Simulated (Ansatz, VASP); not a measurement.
Given: the input of a run of Ansatz 0.2.0 on K.

The input input.yaml:

```yaml
crystal:
  lattice:
    - [-2.6975585167, 2.6975585167, 2.6436073464]
    - [2.6975585167, -2.6975585167, 2.6436073464]
    - [2.6975585167, 2.6975585167, -2.6436073464]
  atoms:
    - { symbol: K, position: [0.0, 0.0, 0.0] }
kpoints:
  mp_grid: { grid: [7, 7, 7] }
scf:
  occupations: { method: fermi_dirac, width: 0.05 }
hamiltonian:
  xc: pbe
  pseudopotentials: { kind: all_electron, lapw: { basis_error: 0.001 } }
output:
  forces: true
  stress: true
  eigenvalues: true
```

Potentials or basis: all-electron LAPW, scalar-relativistic.

Launch:

```sh
$ ansatz run input.yaml --threads 1 --pin off --max-ram 3072MiB --backend cpu --events-out ev --progress --plain --runs-dir out
```

Set up the same calculation for VASP 6.6.1. Potentials there: VASP PAW PBE potentials, release 64 (K_sv).

As run (the cutoff follows the program's own potentials):

The input INCAR:

```
ALGO = Fast
EDIFF = 1E-7
ENCUT = 520
GGA = PE
ISIF = 2
ISMEAR = -1
LASPH = T
LCHARG = F
LREAL = F
LWAVE = F
NBANDS = 10
NELM = 60
PREC = Accurate
SIGMA = 0.05
```

The input KPOINTS:

```
k-points
0
Gamma
  7 7 7
```

POSCAR

```
K
1.0
   -2.6975585167      2.6975585167      2.6436073464
    2.6975585167     -2.6975585167      2.6436073464
    2.6975585167      2.6975585167     -2.6436073464
K
1
Direct
    0.0000000000      0.0000000000      0.0000000000
```

Potentials or basis: VASP PAW PBE potentials, release 64 (K_sv).

Command:

```console
$ cat potpaw_PBE.64/K_sv/POTCAR > POTCAR
$ mpirun -np 1 vasp_std > vasp.out
```

Both were run:

|  | VASP | Ansatz | Ansatz less VASP |
| --- | --- | --- | --- |
| gap on the k mesh at the Fermi level (eV) | none | none | - |
| pressure (GPa) | -0.2 | -0.1 | +0.01 |

A gap of «none» marks a metal or a gap that the smearing closes. Ansatz ran all-electron here, so the differences hold the error of VASP's frozen core and of both bases.
